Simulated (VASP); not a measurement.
Set up this calculation in VASP 6.6.1, as the native input.

* Task: single point
* Functional: PBE
* Dispersion: D4
* Potentials or basis: VASP PAW PBE potentials, release 64 (Zr_sv, O)
* Cutoff: 520 eV
* k mesh: 7 × 7 × 5
* Occupations: fermi-dirac, width 0.05 eV
* Spin: no spin polarisation
* Dipole correction: no
* Further INCAR settings: ALGO = Normal; EDIFF = 1e-06; NBANDS = 33

The structure of ZrO2 lies in POSCAR:

```
ZrO2
1.0
    3.5961000000      0.0000000000      0.0000000000
    0.0000000000      3.5961000000      0.0000000000
    0.0000000000      0.0000000000      5.1770000000
Zr O
2 4
Direct
    0.5000000000      0.5000000000      0.5000000000
    0.0000000000      0.0000000000      0.0000000000
    0.5000000000      0.0000000000      0.7970000000
    0.5000000000      0.0000000000      0.2970000000
    0.0000000000      0.5000000000      0.7030000000
    0.0000000000      0.5000000000      0.2030000000
```

One way to write it, as run:

INCAR

```
PREC = Accurate ; ENCUT = 520
EDIFF = 1E-6 ; ISMEAR = -1
SIGMA = 0.05 ; LREAL = False
LASPH = True ; NELM = 100
ALGO = Normal ; ISIF = 2
LWAVE = False ; LCHARG = False
GGA = PE ; IVDW = 13
NBANDS = 33
```

KPOINTS

```
Automatic mesh
0
Gamma
  7 7 5
```

Potentials or basis: VASP PAW PBE potentials, release 64 (Zr_sv, O).

Run with:

```sh
$ cat potpaw_PBE.64/Zr_sv/POTCAR potpaw_PBE.64/O/POTCAR > POTCAR
$ mpirun -np 1 vasp_std > vasp.out
```

It gave:

* Pressure: 2.0 GPa
* Largest force: 0.051 eV/Å
* Band gap on the k mesh: 4.01 eV, indirect (least direct gap 4.12 eV)
* Dispersion energy per atom: -0.207 eV

Caveat: an odd mesh through Γ misses points on the zone boundary, where band edges often lie.

Wall time 38 s on 1 thread of Intel(R) Xeon(R) Platinum 8488C (Sapphire Rapids), on a shared host, peak memory 0.2 GiB.
